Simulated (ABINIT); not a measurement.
Runs of ABINIT 10.8.3 (patched build) on ZrC. The structure is cubic, space group Fm-3m (No. 225). Conventional cell: a = 4.730 Å, b = 4.730 Å, c = 4.730 Å, α = 90.00°, β = 90.00°, γ = 90.00°. Zr (site symmetry m-3m) has 6 C at 2.37 Å as nearest neighbours. Around C (site symmetry m-3m) lie 6 Zr at 2.37 Å. 

```csv
task,level,potentials or basis,spin,k mesh,cutoff (eV),fine-grid cutoff,mesh quality,gap on the mesh (eV),pressure (GPa),V0 of scaled cells (Å³/atom),B0 (GPa)
equation of state,LDA-PZ,JTH PAW LDA v2.0,off,10 × 10 × 10,544,1088.46 eV,not flagged,-,-,12.51,245
equation of state,PBEsol,JTH PAW PBE v2.0,off,10 × 10 × 10,707,1306.15 eV,not flagged,-,-,12.72,236
equation of state,PBE,JTH PAW PBE v2.0,off,10 × 10 × 10,517,1034.03 eV,not flagged,-,-,13.05,221
single point,PBEsol,JTH PAW PBE v2.0,off,4 × 4 × 4,517,1034.03 eV,coarse,none,-9.4,-,-
equation of state,PBEsol,JTH PAW PBE v2.0,off,10 × 10 × 10,517,1034.03 eV,not flagged,-,-,12.73,235
band structure,LDA-PZ,JTH PAW LDA v2.0,"SOC, no magnetisation",10 × 10 × 10,544,1088.46 eV,not flagged,none,(a),-,-
band structure,BP86,JTH PAW PBE v2.0,"SOC, no magnetisation",10 × 10 × 10,517,1034.03 eV,not flagged,none,-2.2,-,-
single point,LDA,JTH PAW LDA v2.0,off,8 × 8 × 8,544,1088.46 eV,not flagged,none,(b),-,-
```

Alike in all rows: cell as given; smearing fermi-dirac 0.05 eV.

Problem. Estimate the missing entries.

Solution. (a) -12.5; (b) -12.7.

Caveats: some runs use coarse meshes; pressures at fixed basis lie under the slope of the energies (some runs); the PAW data sets were made with another functional, which shifts forces and pressure a little (some runs).

A k mesh can miss the band edges, and rows without SOC leave out spin-orbit coupling on Zr.

A gap of «none» marks a metal or a gap under the smearing width.
